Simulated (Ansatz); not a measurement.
# HfO2: the cost of one run

Method: DFT PBE, scalar-relativistic, plane waves, PAW, in Ansatz 0.2.0.

## 1. The starting structure

Symmetry: P2_12_12, No. 18, orthorhombic system. The conventional cell has a = 5.080 Å, b = 5.165 Å, c = 4.891 Å, α = 90.00°, β = 90.00°, γ = 90.00°. Hf (site symmetry 1) has 7 O at 1.99 to 2.25 Å as nearest neighbours. O (site symmetry 2) is surrounded by 4 Hf at 2.16 to 2.18 Å. O (site symmetry 2) has 4 Hf at 2.13 to 2.15 Å as nearest neighbours. O (site symmetry 1) is surrounded by 3 Hf at 1.99 to 2.25 Å.

Structure file:

```cif
data_structure
_symmetry_space_group_name_H-M 'P2_12_12'
_symmetry_Int_Tables_number 18
_cell_length_a 5.0803
_cell_length_b 5.1649
_cell_length_c 4.8909
_cell_angle_alpha 90.000
_cell_angle_beta 90.000
_cell_angle_gamma 90.000
_cell_volume 128.33
loop_
_atom_site_label
_atom_site_type_symbol
_atom_site_symmetry_multiplicity
_atom_site_Wyckoff_symbol
_atom_site_fract_x
_atom_site_fract_y
_atom_site_fract_z
_atom_site_occupancy
Hf1 Hf 4 c 0.27741 0.28180 0.72793 1
O1 O 2 a 0.50000 0.50000 0.42438 1
O2 O 2 b 0.50000 0.00000 0.51095 1
O3 O 4 c 0.31318 0.66365 0.89546 1
```

The runs take a perfect supercell of 48 atoms; the defect goes to fractional position (0.962, 0.462, 0.000).

## 2. The perfect supercell

File input.yaml:

```yaml
crystal:
  lattice:
    - [-5.080319, 5.164867, 4.890884]
    - [5.080319, -5.164867, 4.890884]
    - [5.080319, 5.164867, -4.890884]
  atoms:
    - { symbol: Hf, position: [0.004866, 0.002671, 0.279604] }
    - { symbol: Hf, position: [0.504866, 0.502671, 0.279604] }
    - { symbol: Hf, position: [0.504866, 0.002671, 0.779604] }
    - { symbol: Hf, position: [0.004866, 0.502671, 0.779604] }
    - { symbol: Hf, position: [0.745134, 0.024739, 0.497805] }
    - { symbol: Hf, position: [0.245134, 0.524739, 0.497805] }
    - { symbol: Hf, position: [0.245134, 0.024739, 0.997805] }
    - { symbol: Hf, position: [0.745134, 0.524739, 0.997805] }
    - { symbol: Hf, position: [0.723066, 0.225261, 0.220396] }
    - { symbol: Hf, position: [0.223066, 0.725261, 0.220396] }
    - { symbol: Hf, position: [0.223066, 0.225261, 0.720396] }
    - { symbol: Hf, position: [0.723066, 0.725261, 0.720396] }
    - { symbol: Hf, position: [0.026934, 0.247329, 0.002195] }
    - { symbol: Hf, position: [0.526934, 0.747329, 0.002195] }
    - { symbol: Hf, position: [0.526934, 0.247329, 0.502195] }
    - { symbol: Hf, position: [0.026934, 0.747329, 0.502195] }
    - { symbol: O, position: [0.962188, 0.462188, 0.0] }
    - { symbol: O, position: [0.462188, 0.962188, 0.0] }
    - { symbol: O, position: [0.462188, 0.462188, 0.5] }
    - { symbol: O, position: [0.962188, 0.962188, 0.5] }
    - { symbol: O, position: [0.287812, 0.287812, 0.0] }
    - { symbol: O, position: [0.787812, 0.787812, 0.0] }
    - { symbol: O, position: [0.787812, 0.287812, 0.5] }
    - { symbol: O, position: [0.287812, 0.787812, 0.5] }
    - { symbol: O, position: [0.755473, 0.005473, 0.25] }
    - { symbol: O, position: [0.255473, 0.505473, 0.25] }
    - { symbol: O, position: [0.255473, 0.005473, 0.75] }
    - { symbol: O, position: [0.755473, 0.505473, 0.75] }
    - { symbol: O, position: [0.494527, 0.244527, 0.25] }
    - { symbol: O, position: [0.994527, 0.744527, 0.25] }
    - { symbol: O, position: [0.994527, 0.244527, 0.75] }
    - { symbol: O, position: [0.494527, 0.744527, 0.75] }
    - { symbol: O, position: [0.279557, 0.104325, 0.488417] }
    - { symbol: O, position: [0.779557, 0.604325, 0.488417] }
    - { symbol: O, position: [0.779557, 0.104325, 0.988417] }
    - { symbol: O, position: [0.279557, 0.604325, 0.988417] }
    - { symbol: O, position: [0.970443, 0.45886, 0.324768] }
    - { symbol: O, position: [0.470443, 0.95886, 0.324768] }
    - { symbol: O, position: [0.470443, 0.45886, 0.824768] }
    - { symbol: O, position: [0.970443, 0.95886, 0.824768] }
    - { symbol: O, position: [0.615908, 0.29114, 0.011583] }
    - { symbol: O, position: [0.115908, 0.79114, 0.011583] }
    - { symbol: O, position: [0.115908, 0.29114, 0.511583] }
    - { symbol: O, position: [0.615908, 0.79114, 0.511583] }
    - { symbol: O, position: [0.134092, 0.145675, 0.175232] }
    - { symbol: O, position: [0.634092, 0.645675, 0.175232] }
    - { symbol: O, position: [0.634092, 0.145675, 0.675232] }
    - { symbol: O, position: [0.134092, 0.645675, 0.675232] }
basis:
  ecutwfc: 420
  fft_grid_basis: typed
kpoints:
  mp_grid: { grid: [2, 2, 2] }
hamiltonian:
  xc: pbe
  pseudopotentials: { kind: paw }
scf:
  occupations: { method: gaussian, width: 0.05 }
output:
  forces: true
  stress: false
  eigenvalues: true
  bader: false
  write_density: true
  volumetric_format: npy
```

On the command line:

```
$ ansatz run input.yaml --threads 4 --pin off --max-ram 10240MiB --backend cpu --events-out ev --progress --plain --runs-dir out
```

**Question.** How long does this run take on 4 threads of Arm Neoverse N1, shared host, and how much memory does it need?

About 45 s, with a peak of 3.6 GiB.
